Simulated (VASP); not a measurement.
GaN, 2 atoms in the cell. The structure is tetragonal, space group I-4m2 (No. 119). Conventional cell: a = 3.108 Å, b = 3.108 Å, c = 4.604 Å, α = 90.00°, β = 90.00°, γ = 90.00°. Around Ga (site symmetry -4m2) lie 4 N at 1.93 Å. N (site symmetry -4m2) is surrounded by 4 Ga at 1.93 Å. The cell was built by a generator and needn't be a form met in nature. The cell isn't the ideal one: epitaxial_xy strain -2.3%.

- Program: VASP 6.6.1
- Task: single point
- Functional: PBE
- Potentials or basis: VASP PAW PBE potentials, release 64 (Ga_d, N)
- Cutoff: 520 eV
- k mesh: 10 × 10 × 10
- Occupations: fermi-dirac, width 0.02 eV
- Spin: no spin polarisation
- Dipole correction: no
- Further INCAR settings: ALGO = Normal; EDIFF = 1e-06; NBANDS = 16

Potentials or basis: VASP PAW PBE potentials, release 64 (Ga_d, N).

Run with:

```console
$ cat potpaw_PBE.64/Ga_d/POTCAR potpaw_PBE.64/N/POTCAR > POTCAR
$ mpirun -np 1 vasp_std > vasp.out
```

Hardware: 1 thread of Intel(R) Xeon(R) 6975P-C (Granite Rapids) (shared host).

Estimate the wall time of this run.

It took 12 s on 1 thread of Intel(R) Xeon(R) 6975P-C (Granite Rapids), with other jobs on the host, peak memory 0.16 GiB. Counts: scf iterations 13, k points 102.
